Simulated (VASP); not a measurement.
# IrO2 (P4_2/mnm) in VASP: further runs, part 3 of 3

VASP 6.6.1.

## 4. Single point, PBE

The COD entry that gives the cell may itself be a prediction, so a difference from it is no test against experiment.

The input, INCAR:

```
PREC = Accurate
ENCUT = 520
EDIFF = 1E-6
ISMEAR = 0
SIGMA = 0.05
LREAL = False
LASPH = True
NELM = 80
ALGO = Fast
ISIF = 2
LWAVE = False
LCHARG = True
GGA = PE
LELF = True
LVHAR = True
NBANDS = 30
```

The input, KPOINTS:

```
Automatic mesh
0
Gamma
  6 6 10
```

The input, POSCAR:

```
IrO2
1.0
    4.5296984887      0.0000000000      0.0000000000
    0.0000000000      4.5296984887      0.0000000000
    0.0000000000      0.0000000000      3.1787485061
Ir O
2 4
Direct
    0.0000000000      0.0000000000      0.0000000000
    0.5000000000      0.5000000000      0.5000000000
    0.3082743421      0.3082743421      0.0000000000
    0.1917256579      0.8082743421      0.5000000000
    0.6917256579      0.6917256579      0.0000000000
    0.8082743421      0.1917256579      0.5000000000
```

Command:

```
cat potpaw_PBE.64/Ir/POTCAR potpaw_PBE.64/O/POTCAR > POTCAR
mpirun -np 1 vasp_std > vasp.out
```

Wall time 80 s (1 thread of Intel Xeon Platinum 8259CL at 2.50GHz (Skylake/Cascade Lake), shared host); peak memory 0.24 GiB.

The run converged. Its results:

```
Free energy            : -42.2649 eV
Pressure               : 2.3 GPa
Largest force          : 0.005 eV/Å
Band gap on the k mesh : none (metal or under the smearing width)
```

Forces in eV/Å, atoms in the order of the input:
```
Ir   0.000  0.000  0.000
Ir   0.000  0.000  0.000
O   -0.004 -0.004  0.000
O    0.004 -0.004  0.000
O    0.004  0.004  0.000
O   -0.004  0.004  0.000
```

Stress tensor (GPa, compression positive):
```
2.06 0.00 0.00
0.00 2.06 0.00
0.00 0.00 2.88
```

Levels at points of the mesh, in eV from the Fermi level:
```tsv
k point	band 17	band 18	band 19	band 20	band 21	band 22	band 23	band 24	band 25	band 26
(0.00, 0.00, 0.00)	-2.36	-2.36	-2.30	-2.20	-2.15	0.69	1.21	4.07	4.07	4.14
(0.50, 0.00, 0.00)	-1.61	-1.61	-1.26	-1.26	-0.27	-0.27	3.51	3.51	3.52	3.52
(0.50, 0.50, 0.00)	-2.44	-2.44	-2.32	-2.32	0.21	0.21	2.40	2.40	4.06	4.06
(0.00, 0.00, 0.50)	-1.84	-1.84	-0.67	-0.67	0.27	0.27	2.23	2.23	2.69	2.69
(0.50, 0.00, 0.50)	-2.68	-2.68	-1.73	-1.73	0.53	0.53	1.07	1.07	4.47	4.47
(0.50, 0.50, 0.50)	-1.75	-1.75	-1.17	-1.17	-0.46	-0.46	2.18	2.18	3.15	3.15
```

Spin-orbit coupling is left out, which matters for the levels of Ir.

## 5. Single point, PBE

This run uses another cell than the first one, of 10.44 Å³/atom, 0.960 times its volume.

The input, INCAR:

```
ALGO = Normal
EDIFF = 1E-6
ENCUT = 520
GGA = PE
ISIF = 2
ISMEAR = 0
LASPH = T
LCHARG = T
LELF = T
LREAL = F
LVHAR = T
LWAVE = F
NBANDS = 30
NELM = 100
PREC = Accurate
SIGMA = 0.05
```

The input, KPOINTS:

```
k-points
0
Gamma
  6 6 10
```

The input, POSCAR:

```
IrO2
1.0
    4.4539520128      0.0000000000      0.0000000000
    0.0000000000      4.4539520128      0.0000000000
    0.0000000000      0.0000000000      3.1562756496
Ir O
2 4
Direct
    0.0000000000      0.0000000000      0.0000000000
    0.5000000000      0.5000000000      0.5000000000
    0.3087679473      0.3087679473      0.0000000000
    0.1912320527      0.8087679473      0.5000000000
    0.6912320527      0.6912320527      0.0000000000
    0.8087679473      0.1912320527      0.5000000000
```

Command:

```
cat potpaw_PBE.64/Ir/POTCAR potpaw_PBE.64/O/POTCAR > POTCAR
mpirun -np 1 vasp_std > vasp.out
```

Wall time 67 s (1 thread of Intel Xeon Platinum 8259CL at 2.50GHz (Skylake/Cascade Lake), shared host); peak memory 0.24 GiB.

Results (log left out):

```yaml
Free_energy: -42.1288 eV
Pressure: 14.6 GPa
Largest_force: 0.006 eV/Å
Band_gap_on_the_k_mesh: none (metal or under the smearing width)
```

Forces in eV/Å, atoms in the order of the input:
```
Ir   0.000  0.000  0.000
Ir   0.000  0.000  0.000
O   -0.004 -0.004  0.000
O    0.004 -0.004  0.000
O    0.004  0.004  0.000
O   -0.004  0.004  0.000
```

Stress tensor (GPa, compression positive):
```
14.28  0.00  0.00
 0.00 14.28  0.00
 0.00  0.00 15.33
```

Levels at points of the mesh, in eV from the Fermi level:
```tsv
k point	band 19	band 20	band 21	band 22	band 23	band 24
(0.00, 0.00, 0.00)	-2.43	-2.34	-2.21	0.89	1.31	4.31
(0.50, 0.00, 0.00)	-1.30	-1.30	-0.29	-0.29	3.69	3.69
(0.50, 0.50, 0.00)	-2.45	-2.45	0.21	0.21	2.69	2.69
(0.00, 0.00, 0.50)	-0.67	-0.67	0.29	0.29	2.34	2.34
(0.50, 0.00, 0.50)	-1.85	-1.85	0.58	0.58	1.23	1.23
(0.50, 0.50, 0.50)	-1.23	-1.23	-0.48	-0.48	2.29	2.29
```

The run has no spin-orbit coupling, so splittings on Ir are missing.

## 6. Relaxation of shape and atoms at fixed volume, PBE

This run uses another cell than the first one, of 10.44 Å³/atom, 0.960 times its volume.

The input, INCAR:

```
SYSTEM = IrO2
ALGO = Fast ; EDIFF = 1E-7
EDIFFG = -0.01 ; ENCUT = 600
GGA = PE ; IBRION = 2
ISIF = 4 ; ISMEAR = 0
LASPH = .TRUE. ; LCHARG = .FALSE.
LREAL = .FALSE. ; LWAVE = .FALSE.
NELM = 100 ; NSW = 60
PREC = Accurate ; SIGMA = 0.05
```

The input, KPOINTS:

```
k-points
0
G
  6 6 10
  0 0 0
```

The input, POSCAR:

```
IrO2
1.0
    4.4613407607      0.0000000000      0.0000000000
    0.0000000000      4.4613407607      0.0000000000
    0.0000000000      0.0000000000      3.1458296359
Ir O
2 4
Direct
    0.0000000000      0.0000000000      0.0000000000
    0.5000000000      0.5000000000      0.5000000000
    0.3085166851      0.3085166851      0.0000000000
    0.1914833149      0.8085166851      0.5000000000
    0.6914833149      0.6914833149      0.0000000000
    0.8085166851      0.1914833149      0.5000000000
```

Potentials or basis: VASP PAW PBE potentials, release 64 (Ir, O).

Command:

```
cat potpaw_PBE.64/Ir/POTCAR potpaw_PBE.64/O/POTCAR > POTCAR
mpirun -np 1 vasp_std > vasp.out
```

Run time: 4.6 min. Hardware: 1 thread of Intel Xeon Platinum 8259CL at 2.50GHz (Skylake/Cascade Lake), shared host; peak memory 0.26 GiB.

Results (log left out):

| Item | Value |
| --- | --- |
| Free energy | -42.1391 eV |
| Energy gained by relaxing | 0.5 meV/atom |
| Ionic steps | 4 |
| Pressure after relaxing | 14.3 GPa |
| Largest force after relaxing | 0.006 eV/Å |
| Band gap on the k mesh | none (metal or under the smearing width) |

Forces on the atoms (eV/Å):
```
Ir   0.000  0.000  0.000
Ir   0.000  0.000  0.000
O    0.004  0.004  0.000
O   -0.004  0.004  0.000
O   -0.004 -0.004  0.000
O    0.004 -0.004  0.000
```

The path:
```csv
step,energy change (eV),largest force (eV/Å),pressure (GPa),volume (Å³)
1,0.0000,0.0409,14.76,62.61
2,-0.0002,0.2135,14.11,62.61
3,-0.0021,0.0890,14.41,62.61
4,-0.0028,0.0058,14.28,62.61
```

Final structure:
```
Ir O
1.0
     4.45028    0.00000    0.00000
     0.00000    4.45028    0.00000
     0.00000    0.00000    3.16149
Ir O
2 4
Direct
  0.00000 0.00000 0.00000
  0.50000 0.50000 0.50000
  0.30892 0.30892 0.00000
  0.19108 0.80892 0.50000
  0.69108 0.69108 0.00000
  0.80892 0.19108 0.50000
```

Levels at points of the mesh, in eV from the Fermi level:
```
           k point  band 17  band 18  band 19  band 20  band 21  band 22  band 23  band 24  band 25
(0.00, 0.00, 0.00)    -2.49    -2.49    -2.44    -2.33    -2.20     0.90     1.31     4.31     4.41
(0.50, 0.00, 0.00)    -1.64    -1.64    -1.31    -1.31    -0.30    -0.30     3.68     3.69     3.81
(0.50, 0.50, 0.00)    -2.52    -2.52    -2.45    -2.45     0.21     0.21     2.69     2.69     4.29
(0.00, 0.00, 0.50)    -2.01    -2.01    -0.66    -0.66     0.29     0.29     2.31     2.31     2.94
(0.50, 0.00, 0.50)    -2.82    -2.82    -1.86    -1.86     0.58     0.58     1.21     1.21     4.72
(0.50, 0.50, 0.50)    -1.91    -1.91    -1.23    -1.23    -0.48    -0.48     2.26     2.26     3.40
```

## 7. Overview

| task | cell | cutoff (eV) | gap on the mesh (eV) | pressure (GPa) | largest force (eV/Å) |
| --- | --- | --- | --- | --- | --- |
| single point | P4_2/mnm, 10.87 Å³/atom | 520 | none | 2.3 | - |
| relaxation of cell and atoms | relaxed | 600 | none | -0.1 | - |
| single point | P4_2/mnm, 10.44 Å³/atom | 520 | none | 14.6 | 0.01 |
| relaxation of shape and atoms at fixed volume | relaxed at fixed volume | 600 | none | 14.3 | 0.01 |

Alike in all rows: level PBE; potentials or basis VASP PAW PBE potentials, release 64 (Ir, O); no spin polarisation; k mesh 6 × 6 × 10; smearing gaussian 0.05 eV.

Total energies depend on the potentials used, so only differences within one code and one set of settings carry meaning.
